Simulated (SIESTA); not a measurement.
# HfN under changes of volume

One of the cells (11.712 Å³/atom); the others are scaled copies at fixed shape and fractional positions:

```
CELL_PARAMETERS angstrom
0.00000 2.27094 2.27094
2.27094 0.00000 2.27094
2.27094 2.27094 0.00000
ATOMIC_POSITIONS crystal
Hf 0.00000 0.00000 0.00000
N 0.50000 0.50000 0.50000
```

| Quantity | Value |
| --- | --- |
| Program | SIESTA 5.4.2 |
| Functional | PBE |
| Potentials or basis | PseudoDojo 0.4 standard (PBE files) |
| Basis | DZP (energy shift 0.003 Ry; two zetas on semicore shells) |
| Grid cutoff | 800 Ry |
| Energy shift | 0.003 Ry |
| k mesh | 10 × 10 × 10 |
| Occupations | fermi-dirac, width 0.05 eV |
| Spin | no spin polarisation |

```tsv
volume (Å³/atom)	energy over the lowest point (meV/atom)	pressure (GPa)
10.793	101.22	32.4
11.023	61.02	24.2
11.252	31.71	16.9
11.712	?	?
11.941	0.00	-1.0
12.171	4.88	-5.8
```

Task: What does the run at 11.712 Å³/atom give?

Result: Energy over the lowest point 2.17 meV/atom; pressure 4.2 GPa.

Worked out: A Birch-Murnaghan fit of order 3 (a polynomial in V^(-2/3)) to the other rows has its minimum at 11.90 Å³/atom with B0 = V·E''(V) = 266 GPa and B' = 4.5. It gives 2.22 meV/atom at 11.712 Å³/atom, against the run's 2.17, and -dE/dV = 4.3 GPa, against 4.2.

Energies are extrapolated to zero smearing.

Caveats: short orbitals over semicore shells can move pressures by several GPa; the basis of atomic orbitals isn't converged, which shifts pressures, moduli and gaps.
